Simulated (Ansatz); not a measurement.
## Si: computed DOS

```
Si
1.0
    -1.54149    1.54149    1.54149
     1.54149   -1.54149    1.54149
     1.54149    1.54149   -1.54149
Si
1
Direct
  0.00000 0.00000 0.00000
```

The structure comes from a relaxation in the same program, started in the bcc type, and has space group Im-3m. Whether it is a known phase or the ground state wasn't checked.

Theory: DFT, PBE, all-electron LAPW, scalar-relativistic in Ansatz 0.2.0.

Numerical set-up: a Γ-centred 18×18×18 k mesh, Fermi–Dirac smearing of 0.05 eV, basis error target 1 meV/atom, no spin polarisation.

States per eV and cell, averaged over 0.6 eV, from -13.0 to 1.8 eV, with energies (bin centres) from the Fermi level; empty bins are left out. 

```csv
E (eV),total
-12.8,0.12
-12.2,0.15
-11.6,0.17
-11.0,0.19
-10.4,0.21
-9.8,0.23
-9.2,0.24
-8.6,0.26
-8.0,0.27
-7.4,0.30
-6.8,0.31
-6.2,0.28
-5.6,0.31
-5.0,0.33
-4.4,0.35
-3.8,0.38
-3.2,0.37
-2.6,0.38
-2.0,0.41
-1.4,0.42
-0.8,0.45
-0.2,0.48
0.4,0.45
1.0,0.43
1.6,0.42
```
